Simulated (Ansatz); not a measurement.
# Volume expansion of zinc-blende GaAs from 100 to 800 K with PBE+D3(BJ)

By 400 K the heat capacity of GaAs is within about 4 % of its classical limit, yet the crystal goes on expanding faster with each further step in temperature. At 100 K the opposite puzzle appears: the lattice already holds much of its heat capacity but expands little. We ask what sets the expansion in each range. The answer matters for devices, because a GaAs layer grown hot on another material is strained on cooling by the difference between the two expansions. We calculate the volume expansion coefficient $\alpha$, the relative change of cell volume per kelvin at zero pressure, from quasi-harmonic phonons with PBE+D3(BJ). In this cubic crystal it is three times the linear coefficient. A comparison with measurement at 300 K follows further on.

## Systems and settings

One crystal, GaAs (zinc-blende), taken from a measured cell of the Crystallography Open Database (known phase), directly or through a relaxation at another level, and relaxed at 0 GPa. Ansatz 0.2.0 rows: plane waves, scalar-relativistic, no spin-orbit coupling, no spin, the program's default PAW potentials at 487 to 550 eV, k meshes with a least product of divisions and cell-vector length from 47 to 49 Å, phonons by linear response on a 4×4×4 q mesh. The tabled runs alone: cutoff 487 eV, k length 48 Å, k mesh 12×12×12. Warnings of the programs on runs behind the rows: phonon interpolation lacks quadrupole term (all rows); thermal expansion settings (all rows). The rows are a selection of points from finer curves.

Notes on method and selection:

- Quasi-harmonic free energy over the symmetry-keeping strains of the cell, electrons included where there is no gap; no phonon-phonon terms beyond the dependence on the cell.
- The expansion converges slowly with the q mesh and runs high in soft ionic crystals; temperatures at which the program's estimate of the fit error passes a tenth of the linear coefficient plus 0.15·10⁻⁶/K, or the cell lies outside the strains at which phonons were computed, are left out.
- Runs that did not converge, have known faults or may not be shown are not listed, and runs on Ansatz's PAW sets soft_1 and soft_2 are kept to separate tables.

Columns:

- Cv (J/(mol K)): heat capacity at constant volume per mole of atoms.
- bulk modulus (GPa): isothermal bulk modulus.
- volume expansion (10⁻⁶/K): volume expansion coefficient.
- Grüneisen parameter: thermodynamic Grüneisen parameter α·B·V/Cv.

## Data

```
member  temperature (K)  Cv (J/(mol K))  bulk modulus (GPa)  volume expansion (10⁻⁶/K)  Grüneisen parameter
100 K   100              14.92           66.4                7.88                       0.485
200 K   200              21.43           65.6                16.72                      0.708
300 K   300              ?               64.7                ?                          ?
400 K   400              23.98           63.8                21.05                      0.778
500 K   500              24.32           62.8                21.98                      0.790
600 K   600              24.51           61.9                22.71                      0.800
700 K   700              24.63           60.9                23.36                      0.808
800 K   800              24.71           60.0                23.97                      0.815
```

Cells marked ? are withheld until the estimate has been made.

## Reading the trend

The coefficient rises at every step among the members shown, steeply at first and then slowly. Between 100 and 200 K the slope is (16.72 − 7.88) / 100 = 0.088 · 10⁻⁶/K per kelvin; between 700 and 800 K it is (23.97 − 23.36) / 100 = 0.006 in the same unit.

The relation $\alpha = \gamma C_V/(BV)$ divides this rise into its parts, with $\gamma$ the Grüneisen parameter, $B$ the bulk modulus and $V$ the volume per mole of atoms, to match $C_V$. From 100 to 200 K the heat capacity grows by a factor 21.43 / 14.92 = 1.44 and $\gamma$ by 0.708 / 0.485 = 1.46, while $B$ hardly changes. Together they account for the doubling of $\alpha$. The heat capacity grows because more vibrations become thermally excited. The growth of $\gamma$ reflects which vibrations these are. In tetrahedral semiconductors the low-frequency transverse acoustic modes near the zone boundary soften under compression, so they favour contraction when excited. They are populated first and hold the expansion down at 100 K. The stiffer modes, which favour expansion, gain weight on warming. The table gives only the average over modes, but its low value at 100 K fits this picture.

From 400 to 800 K the balance is different. The heat capacity adds only 24.71 / 23.98 = 1.03, $\gamma$ adds 0.815 / 0.778 = 1.05, and the softening of the crystal adds 63.8 / 60.0 = 1.06. The continued climb therefore owes more to a lattice that yields more easily as it expands than to additional heat capacity. This is also the range in which the phonon-phonon terms left out of the quasi-harmonic treatment should matter most.

## An estimate before looking

Plain estimates from the members shown:

- 300 K, straight-line interpolation between 200 K and 400 K: w = (300 − 200) / (400 − 200) = 0.500, so 16.72 + 0.500 × (21.05 − 16.72) = 18.88 10⁻⁶/K

The straight-line value at 300 K, 18.88 in units of 10⁻⁶/K, must be too low, because the curve bends downwards. Even at 500 K, where the bend is weaker, the midpoint of the 400 and 600 K rows gives (21.05 + 22.71) / 2 = 21.88 against the tabulated 21.98.

A better form follows from the physics. Well above the low-temperature range, the heat capacity of a vibration falls short of its classical value by an amount proportional to $1/T^2$, and the softening of the lattice adds a nearly linear rise. With $t = T/(100\ \mathrm{K})$ we therefore take $\alpha = a + ct - d/t^2$, in 10⁻⁶/K, through the rows at 200, 400 and 600 K. The two differences between these rows are

- with 1/4 − 1/16 = 0.1875, 4.33 = 2c + 0.1875 d
- 1.66 = 2c + 0.0347 d, where 1/16 − 1/36 = 0.0347

which give d = (4.33 − 1.66) / (1/4 − 2/16 + 1/36) = 17.48 and c = (1.66 − 17.48 × 0.0347) / 2 = 0.527. Stepping down from 400 K,

21.05 − 0.527 − 17.48 × (1/9 − 1/16) = 19.67.

As a test, take the same form through 400, 600 and 800 K. The upper difference is 23.97 − 22.71 = 1.26, so d = (1.66 − 1.26) / (1/16 − 2/36 + 1/64) = 17.72 and c = (1.26 − 17.72 × (1/36 − 1/64)) / 2 = 0.522. Carried down to 200 K it gives 21.05 − 2 × 0.522 − 17.72 × (1/4 − 1/16) = 16.68, against 16.72 in the table. That miss of 0.04 is made well outside the fitted rows, whereas 300 K lies between them. We round it up to an error of 0.05, which leaves some room for higher terms in $1/T^2$.

**Committed estimate, 300 K: volume expansion = 19.67 ± 0.05 10⁻⁶/K.**

## Outcome

```
member  temperature (K)  Cv (J/(mol K))  bulk modulus (GPa)  volume expansion (10⁻⁶/K)  Grüneisen parameter
300 K   300              23.27           64.7                19.64                      0.757
```

```
member  estimate       volume expansion (10⁻⁶/K)  computed  estimate − computed  miss in error bars
300 K   committed      19.67                      19.64     +0.03                0.6
300 K   interpolation  18.88                      19.64     −0.76
```

In units of 10⁻⁶/K, the estimate of 19.67 lies 0.03 above the computed 19.64, inside its error bar of 0.05. The straight line between 200 and 400 K falls 0.76 short. Both parts of the argument held: the curve bends downwards, and a $1/T^2$ term with a linear rise gives the right amount of bend.

The new row also shows what drives the expansion between the steep and the flat range. From 200 to 300 K the heat capacity grows by 23.27 / 21.43 = 1.09, the Grüneisen parameter by 0.757 / 0.708 = 1.07, and the softening of the lattice contributes 65.6 / 64.7 = 1.01. Thermal excitation of the vibrations and their changing mix still lead here, whereas softening becomes the largest of the three factors only above 400 K.

## Members off the line

The 100 K row stands apart. With the constants found from the rows at 200, 400 and 600 K, and a = 21.05 − 4 × 0.527 + 17.48 / 16 = 20.03, the form used for the estimate reads $\alpha = 20.03 + 0.527\,t - 17.48/t^2$, in 10⁻⁶/K with $t = T/(100\ \mathrm{K})$. It meets every row from 200 to 800 K within 0.03, but at 100 K it gives 20.03 + 0.527 − 17.48 = 3.08, where the table has 7.88.

The fault lies with the form. The $1/T^2$ term is only the first quantum correction to the classical heat capacity, and it grows without limit on cooling. The next term has the opposite sign and raises the result, as the difference of +4.80 requires.

The row is also low in its Grüneisen parameter. With the 800 K value of 0.815 in place of 0.485, and the other factors unchanged, the expansion at 100 K would be, in 10⁻⁶/K, 7.88 × 0.815 / 0.485 = 13.2. The gap between this and the tabulated 7.88 indicates the size of the effect that we ascribe to the transverse acoustic modes.

## Measured values

```
member  quantity                   measured  computed  computed − measured  conditions                                             source
300 K   volume expansion (10⁻⁶/K)  16.2      19.64     +3.44 (+21.2 %)      300 K; measured value as tabulated in the cited paper  [1]
300 K   bulk modulus (GPa)         74.8      64.7      −10.1 (−13.5 %)      300 K; measured value as tabulated in the cited paper  [1]
```

Sources:

[1] "High-Throughput Prediction of Finite-Temperature Properties using the Quasi-Harmonic Approximation" (2016, arXiv:1603.06924)

The comparison covers 300 K only, so the computed rise with temperature is not tested by it. The computed expansion is 21.2 % above the tabulated measured value, and the computed bulk modulus is 10.1 GPa, or 13.5 %, below its counterpart.

The two differences fit together, since a softer crystal expands more under the same thermal pressure. With the measured bulk modulus and all other factors kept, the expansion would be, in 10⁻⁶/K, 19.64 × 64.7 / 74.8 = 17.0, which removes most of the gap to 16.2. PBE commonly makes semiconductors too soft, which is a possible origin. The coarse phonon mesh may contribute as well, because the expansion converges slowly with it.

Both measured numbers are compiled values without a stated method, and higher values for the expansion of GaAs near room temperature are also in use. The 21.2 % is therefore the distance from this one entry; the error of the calculation itself is probably smaller. Nor does the remainder left after the correction for the bulk modulus, 17.0 − 16.2 = 0.8 in 10⁻⁶/K, prove a further error, because a measured value higher by 0.8 / 16.2 = 0.05, or 5 %, would close it. If the bulk modulus came from sound velocities, it would be the adiabatic one. That exceeds the isothermal value by the fraction $\alpha\gamma T$, here 19.64 × 0.757 × 300 / 1000000 = 0.004, far too little to explain the difference.

## Conclusions and limits

Between 200 and 800 K, a temperature missing from this series can be estimated from three rows with the $1/T^2$ form. Fitted at 200, 400 and 600 K, its largest miss is 0.03 · 10⁻⁶/K, against a standard deviation of about 2.5 in the same unit around the mean of the seven rows. It should not be carried down to 100 K.

For a free crystal heated from 300 to 800 K, summing the rows by the trapezoidal rule gives, in parts per million of the volume, an increase of 100 × (19.64/2 + 21.05 + 21.98 + 22.71 + 23.36 + 23.97/2) = 11090, which is 11090 / 10000 = 1.11 %. A third of this is 0.37 % in length, about 3.7 µm per millimetre. This figure may well be too large, since the computed coefficient at 300 K lies above the measured one. The fifth by which it does so cannot serve as an error bar for the whole range: it rests on one compiled value, which may be low, and on a single temperature at the lower end.

No omitted effect should rival the threefold rise across the table. The explicit phonon-phonon terms may reach some per cent at the hot end, with a sign that these rows do not fix.

[Logs are printed without paths, hosts, clocks, repeated set-up lines and the standing remarks that a program may print on its own settings, such as how far it seeks lower states.]
